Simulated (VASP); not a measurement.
# TiC (P-6m2) in VASP: notebook

The runs below take TiC through relaxation of cell and atoms, with PBE+D3(BJ), PBE+D4, PBE+rVV10, PBE+TS.

Everything below comes from runs of VASP 6.6.1. Logs are shortened: lines on timing, memory, paths and dates and some standing lists are left out, and cuts for length are marked.

## Step 1: Starting point

The structure is hexagonal, space group P-6m2 (No. 187). Conventional cell: a = 3.042 Å, b = 3.042 Å, c = 2.698 Å, α = 90.00°, β = 90.00°, γ = 120.00°. Around Ti (site symmetry -6m2) lie 6 C at 2.21 Å. C (site symmetry -6m2) is surrounded by 6 Ti at 2.21 Å.

The cell was built by a generator and needn't be a form met in nature.

## Step 2: Relaxation of cell and atoms, PBE+D3(BJ)

INCAR

```
SYSTEM = TiC
PREC = Accurate ; ENCUT = 600
EDIFF = 1E-6 ; ISMEAR = -1
SIGMA = 0.05 ; LREAL = .FALSE.
LASPH = .TRUE. ; NELM = 60
ALGO = Normal ; ISIF = 3
LWAVE = .FALSE. ; LCHARG = .FALSE.
GGA = PE ; IVDW = 12
IBRION = 2 ; NSW = 60
EDIFFG = -0.01
```

KPOINTS

```
Automatic mesh
0
G
  10 10 10
  0 0 0
```

POSCAR

```
TiC
1.0
    3.0420900000      0.0000000000      0.0000000000
   -1.5210400000      2.6345200000      0.0000000000
    0.0000000000      0.0000000000      2.6979700000
Ti C
1 1
Direct
    0.0000000000      0.0000000000      0.5000000000
    0.3333300000      0.6666700000      0.0000000000
```

Potentials or basis: VASP PAW PBE potentials, release 64 (Ti_sv, C).

Started as:

```bash
$ cat potpaw_PBE.64/Ti_sv/POTCAR potpaw_PBE.64/C/POTCAR > POTCAR
$ mpirun -np 1 vasp_std > vasp.out
```

OUTCAR:

```text
SYSTEM = TiC
   PREC = Accurate
   ENCUT = 600
   EDIFF = 1E-6
   ISMEAR = -1
   LREAL = .FALSE.
   LASPH = .TRUE.
   NELM = 60
   ISIF = 3
   GGA = PE
   IVDW = 12
   IBRION = 2
   NSW = 60
   EDIFFG = -0.01
 IVDW          = 12

 ion  position               nearest neighbor table
   1  0.000  0.000  0.500-   2 2.21   2 2.21   2 2.21   2 2.21   2 2.21   2 2.21
   2  0.333  0.667  0.000-   1 2.21   1 2.21   1 2.21   1 2.21   1 2.21   1 2.21

  LATTYP: Found a hexagonal cell.
 ALAT       =     3.0420900000
 C/A-ratio  =     0.8868804013

  Lattice vectors:

 A1 = (   3.0420900000,   0.0000000000,   0.0000000000)
 A2 = (  -1.5210400000,   2.6345200000,   0.0000000000)
 A3 = (   0.0000000000,   0.0000000000,   2.6979700000)

Analysis of symmetry for initial positions (statically):
=====================================================================
 Subroutine PRICEL returns:
 Original cell was already a primitive cell.

 Routine SETGRP: Setting up the symmetry group for a
 hexagonal supercell.

 Subroutine GETGRP returns: Found  4 space group operations
 (whereof  4 operations were pure point group operations)
 out of a pool of 24 trial point group operations.

The static configuration has the point symmetry C_2v.

Analysis of symmetry for dynamics (positions and initial velocities):
=====================================================================
 Subroutine PRICEL returns:
 Original cell was already a primitive cell.

 Routine SETGRP: Setting up the symmetry group for a
 hexagonal supercell.

 Subroutine GETGRP returns: Found  4 space group operations
 (whereof  4 operations were pure point group operations)
 out of a pool of 24 trial point group operations.

The dynamic configuration has the point symmetry C_2v.

 Subroutine INISYM returns: Found  4 space group operations
 (whereof  4 operations are pure point group operations),
 and found     1 'primitive' translations

----------------------------------------------------------------------------------------

                                     Primitive cell

  volume of cell :      21.6227

  direct lattice vectors                    reciprocal lattice vectors
     3.042090000  0.000000000  0.000000000     0.328721372  0.189787269  0.000000000
    -1.521040000  2.634520000  0.000000000     0.000000000  0.379575786  0.000000000
     0.000000000  0.000000000  2.697970000     0.000000000  0.000000000  0.370649044

  length of vectors
     3.042090000  3.042081247  2.697970000     0.379574694  0.379575786  0.370649044

[... 76 lines left out ...]
   LSORBIT =      F    spin-orbit coupling
   LASPH  =      T    aspherical Exc in radial PAW
   ENCUT  =  600.0 eV  44.10 Ry    6.64 a.u.   6.08  6.08  5.39*2*pi/ulx,y,z
   NELM   =     60;   NELMIN=  2; NELMDL= -5     # of ELM steps
   EDIFF  = 0.1E-05   stopping-criterion for ELM
   LREAL  =      F    real-space projection
   EDIFFG = -.1E-01   stopping-criterion for IOM
   NSW    =     60    number of steps for IOM
   IBRION =      2    ionic relax: 0-MD 1-quasi-New 2-CG
   NFREE  =      1    steps in history (QN), initial steepest desc. (CG)
   ISIF   =      3    stress and relaxation
   ISYM   =      2    0-nonsym 1-usesym 2-fastsym
   POTIM  = 0.5000    time-step for ionic-motion
   TEBEG  =    0.0;   TEEND  =   0.0 temperature during run
   PSTRESS=    0.0 pullay stress
   NELECT =      16.0000    total number of electrons
   NUPDOWN=      -1.0000    fix difference up-down
   EMIN   =  10.00;   EMAX   =-10.00  energy-range for DOS
   EFERMI =   0.00;   METHOD = LEGACY
   ISMEAR =    -1;   SIGMA  =   0.05  broadening in eV -4-tet -1-fermi 0-gaus
   EFERMI_NEDOS =   21; number of points for ismear=-14 and -15
   IALGO  =     38    algorithm
   IMIX   =      4    mixing-type and parameters
     AMIX     =   0.40;   BMIX     =  1.00
     AMIX_MAG =   1.60;   BMIX_MAG =  1.00
  volume/ion in A,a.u.               =      10.81        72.96
  Fermi-wavevector in a.u.,A,eV,Ry     =   1.480737  2.798187 29.831891  2.192582
  Thomas-Fermi vector in A             =   2.594734
   LORBIT       =      0    0 simple, 1 ext, 2 COOP (PROOUT), +10 PAW based schemes
   GGA     = PE    functional components
   LHFCALC =     F    Hartree Fock is set to
   AEXX    =    0.0000 exact exchange contribution
   IVDW    =    12    specifies the selected vdW correction
   LEPSILON=     F    determine dielectric tensor
   LRPA    =     F    only Hartree local field effects (RPA)
 conjugate gradient relaxation of ions
 non-spin polarized calculation
  energy-cutoff  :      600.00
  volume of cell :       21.62
 maximum number of plane-waves:       734
   NGX = 13   NGY = 13   NGZ = 11

--------------------------------------- Ionic step        1  -------------------------------------------

 number of electron      15.9999999 magnetization

 Free energy of the ion-electron system (eV)
  ---------------------------------------------------
  ext. energy  EPLUGINS =         0.00000000
  ---------------------------------------------------
  free energy    TOTEN  =       -17.35601891 eV

  energy without entropy =      -17.35206309  energy(sigma->0) =      -17.35404100

------------------------ aborting loop because EDIFF is reached ----------------------------------------

 Edisp (eV)   -0.83756

 E8    (eV) :    -0.3603
[... 191 lines left out ...]
--------------------------------------- Ionic step        6  -------------------------------------------

 number of electron      16.0000001 magnetization

 Free energy of the ion-electron system (eV)
  ---------------------------------------------------
  ext. energy  EPLUGINS =         0.00000000
  ---------------------------------------------------
  free energy    TOTEN  =       -17.34247264 eV

  energy without entropy =      -17.33887508  energy(sigma->0) =      -17.34067386

 E-fermi :   8.9225     XC(G=0): -12.4469

 val. band max:        8.8696233449   @ k =  -0.4000   0.3000   0.0000
 cond. band min:       8.9470126752   @ k =   0.5000   0.5000   0.1000
 fundamental gap:      0.0773893303
 Fermi energy:         8.9225342341

 k-point     1 :       0.0000    0.0000    0.0000
  band No.  band energies     occupation
      1     -47.5179      2.00000
      2     -23.6593      2.00000
      3     -23.6593      2.00000
      4     -23.1987      2.00000
      5      -3.1795      2.00000
      6       7.3408      2.00000
      7       7.3408      2.00000
      8       7.9456      2.00000
      9      11.2595      0.00000
     10      12.4044      0.00000
     11      12.4044      0.00000
     12      14.8147      0.00000
[... 331 lines left out ...]
 k-point    24 :      -0.2000    0.4000    0.0000
  band No.  band energies     occupation
      1     -47.4683      2.00000
      2     -23.9834      2.00000
      3     -23.7839      2.00000
      4     -23.1551      2.00000
      5      -1.3436      2.00000
      6       4.9552      2.00000
      7       7.6175      2.00000
      8       8.9548      0.68793
      9       9.1757      0.01258
     10      11.9251      0.00000
     11      12.5885      0.00000
     12      13.1881      0.00000

 [... further k-points ...]

------------------------ aborting loop because EDIFF is reached ----------------------------------------

 Edisp (eV)   -0.86339

 E8    (eV) :    -0.3714
[... 25 lines left out ...]
  FREE ENERGIE OF THE ION-ELECTRON SYSTEM (eV)
  ---------------------------------------------------
  free  energy   TOTEN  =       -18.2058617493 eV

  energy  without entropy=      -18.2022641896  energy(sigma->0) =      -18.20406297

 reached required accuracy - stopping structural energy minimisation
```

OSZICAR:

```text
N       E                     dE             d eps       ncg     rms          rms(c)
DAV:   1     0.132641098243E+03    0.13264E+03   -0.95508E+03  4468   0.176E+03
DAV:   2    -0.842672976129E+01   -0.14107E+03   -0.13421E+03  4604   0.404E+02
DAV:   3    -0.227860203028E+02   -0.14359E+02   -0.13867E+02  7640   0.113E+02
DAV:   4    -0.232704733189E+02   -0.48445E+00   -0.48379E+00  5652   0.188E+01
[... 52 lines left out ...]
DAV:   1    -0.173429783258E+02   -0.83484E-04   -0.23895E-02  4704   0.274E+00    0.162E-01
DAV:   2    -0.173426181957E+02    0.36013E-03   -0.11852E-03  4528   0.442E-01    0.831E-02
DAV:   3    -0.173424953837E+02    0.12281E-03   -0.22704E-04  6336   0.172E-01    0.379E-02
DAV:   4    -0.173424726593E+02    0.22724E-04   -0.79296E-05  6056   0.116E-01    0.123E-02
DAV:   5    -0.173424726404E+02    0.18823E-07   -0.64254E-06  5048   0.369E-02
   6 F= -.18205862E+02 E0= -.18204063E+02  d E =-.308257E-03
```

CONTCAR:

```text
TiC
   1.00000000000000
     3.0061891537685712   -0.0000064149325517    0.0000000000000000
    -1.5030951913707509    2.6034260702175107    0.0000000000000000
     0.0000000000000000    0.0000000000000000    2.6818023115173633
  Ti              C
     1     1
Direct
     0.9999983752868483    0.0000016247132616    0.5000000000000000
     0.3333316247131482    0.6666683752867418    0.0000000000000000

  0.00000000E+00  0.00000000E+00  0.00000000E+00
  0.00000000E+00  0.00000000E+00  0.00000000E+00
```

Run time: 79 s. Hardware: 1 thread of Intel Xeon Platinum 8488C (Sapphire Rapids), shared host; peak memory 0.21 GiB.

Results:

| Property | Result |
| --- | --- |
| Free energy | -18.2059 eV |
| Relaxed volume | 10.49 Å³/atom |
| Relaxed cell | a = 3.006 Å, b = 3.006 Å, c = 2.682 Å, α = 90.00°, β = 90.00°, γ = 120.00° |
| Space group after relaxing (to 0.05 Å) | P-6m2 (No. 187) |
| Energy gained by relaxing | 6.1 meV/atom |
| Ionic steps | 6 |
| Pressure after relaxing | 0.0 GPa |
| Band gap on the k mesh | none (metal or under the smearing width) |
| Dispersion energy per atom | -0.432 eV |

The path:
| step | energy change (eV) | largest force (eV/Å) | pressure (GPa) | volume (Å³) |
| --- | --- | --- | --- | --- |
| 1 | 0.0000 | 0.0001 | -6.30 | 21.62 |
| 2 | 0.0056 | 0.0000 | 8.22 | 20.32 |
| 3 | -0.0120 | 0.0001 | -0.10 | 21.02 |
| 4 | -0.0120 | 0.0001 | 0.00 | 21.01 |
| 5 | -0.0123 | 0.0000 | -0.04 | 21.00 |
| 6 | -0.0123 | 0.0000 | -0.02 | 20.99 |

Final structure:
```xyz
2
Lattice="3.0062 0.0000 0.0000 -1.5031 2.6034 0.0000 0.0000 0.0000 2.6818" Properties=species:S:1:pos:R:3 pbc="T T T"
Ti    3.0062    0.0000    1.3409
C     0.0000    1.7356    0.0000
```

Levels at points of the mesh, in eV from the Fermi level:
| k point | band 4 | band 5 | band 6 | band 7 | band 8 | band 9 | band 10 | band 11 | band 12 |
| --- | --- | --- | --- | --- | --- | --- | --- | --- | --- |
| (0.00, 0.00, 0.00) | -32.12 | -12.10 | -1.58 | -1.58 | -0.98 | 2.34 | 3.48 | 3.48 | 5.89 |
| (0.50, 0.00, 0.00) | -32.07 | -9.60 | -4.93 | -0.76 | -0.35 | 0.31 | 3.16 | 3.65 | 3.95 |
| (0.50, 0.50, 0.00) | -32.07 | -9.60 | -4.93 | -0.76 | -0.35 | 0.31 | 3.16 | 3.65 | 3.95 |
| (0.00, 0.00, 0.50) | -32.50 | -8.88 | -5.68 | -0.46 | -0.46 | 1.19 | 1.19 | 4.90 | 4.90 |
| (0.50, 0.00, 0.50) | -32.59 | -8.85 | -4.06 | -2.58 | -2.24 | 1.56 | 3.46 | 4.55 | 5.86 |
| (0.50, 0.50, 0.50) | -32.59 | -8.85 | -4.06 | -2.58 | -2.24 | 1.56 | 3.46 | 4.55 | 5.86 |

Caveat: pairwise dispersion overbinds metals, which lowers pressure and volume.

## Step 3: Relaxation of cell and atoms, PBE+D4

INCAR

```
SYSTEM = TiC
  ALGO = Normal
  EDIFF = 1E-6
  EDIFFG = -0.005
  ENCUT = 600
  GGA = PE
  IBRION = 2
  ISIF = 3
  ISMEAR = -1
  IVDW = 13
  LASPH = .TRUE.
  LCHARG = .FALSE.
  LREAL = .FALSE.
  LWAVE = .FALSE.
  NELM = 80
  NSW = 40
  PREC = Accurate
  SIGMA = 0.05
```

KPOINTS

```
k-points
0
G
  10 10 10
  0 0 0
```

POSCAR is that of step 2.

Potentials or basis: VASP PAW PBE potentials, release 64 (Ti_sv, C).

Started as:

```bash
$ cat potpaw_PBE.64/Ti_sv/POTCAR potpaw_PBE.64/C/POTCAR > POTCAR
$ mpirun -np 1 vasp_std > vasp.out
```

It took 89 s on 1 thread of Intel Xeon Platinum 8488C (Sapphire Rapids), shared host; peak memory 0.2 GiB.

Results (log left out):

- Free energy: -17.8714 eV
- Relaxed volume: 10.61 Å³/atom
- Relaxed cell: a = 3.020 Å, b = 3.020 Å, c = 2.686 Å, α = 90.00°, β = 90.00°, γ = 120.00°
- Space group after relaxing (to 0.05 Å): P-6m2 (No. 187)
- Energy gained by relaxing: 2.5 meV/atom
- Ionic steps: 6
- Pressure after relaxing: 0.0 GPa
- Band gap on the k mesh: none (metal or under the smearing width)
- Dispersion energy per atom: -0.261 eV

The path:
| step | energy change (eV) | largest force (eV/Å) | pressure (GPa) | volume (Å³) |
| --- | --- | --- | --- | --- |
| 1 | 0.0000 | 0.0001 | -4.09 | 21.62 |
| 2 | 0.0024 | 0.0000 | 5.16 | 20.77 |
| 3 | -0.0049 | 0.0001 | -0.06 | 21.24 |
| 4 | -0.0049 | 0.0001 | -0.02 | 21.23 |
| 5 | -0.0050 | 0.0000 | -0.01 | 21.22 |
| 6 | -0.0050 | 0.0000 | 0.01 | 21.21 |

Final structure:
```
CELL_PARAMETERS angstrom
3.01997 -0.00001 0.00000
-1.50999 2.61536 0.00000
0.00000 0.00000 2.68593
ATOMIC_POSITIONS crystal
Ti 0.00000 0.00000 0.50000
C 0.33333 0.66667 0.00000
```

Levels at points of the mesh, in eV from the Fermi level:
```
           k point  band 4  band 5  band 6  band 7  band 8  band 9  band 10  band 11  band 12
(0.00, 0.00, 0.00)  -32.17  -12.07   -1.59   -1.59   -0.97    2.33     3.43     3.43     5.81
(0.50, 0.00, 0.00)  -32.12   -9.61   -4.91   -0.76   -0.32    0.27     3.12     3.58     3.86
(0.50, 0.50, 0.00)  -32.12   -9.61   -4.91   -0.76   -0.32    0.27     3.12     3.58     3.86
(0.00, 0.00, 0.50)  -32.55   -8.87   -5.66   -0.48   -0.48    1.17     1.17     4.83     4.83
(0.50, 0.00, 0.50)  -32.63   -8.83   -4.04   -2.57   -2.24    1.54     3.39     4.47     5.75
(0.50, 0.50, 0.50)  -32.63   -8.83   -4.04   -2.57   -2.24    1.54     3.39     4.47     5.75
```

Caveat: pairwise dispersion overbinds metals, which lowers pressure and volume.

(Continued in part 2 of 2.)
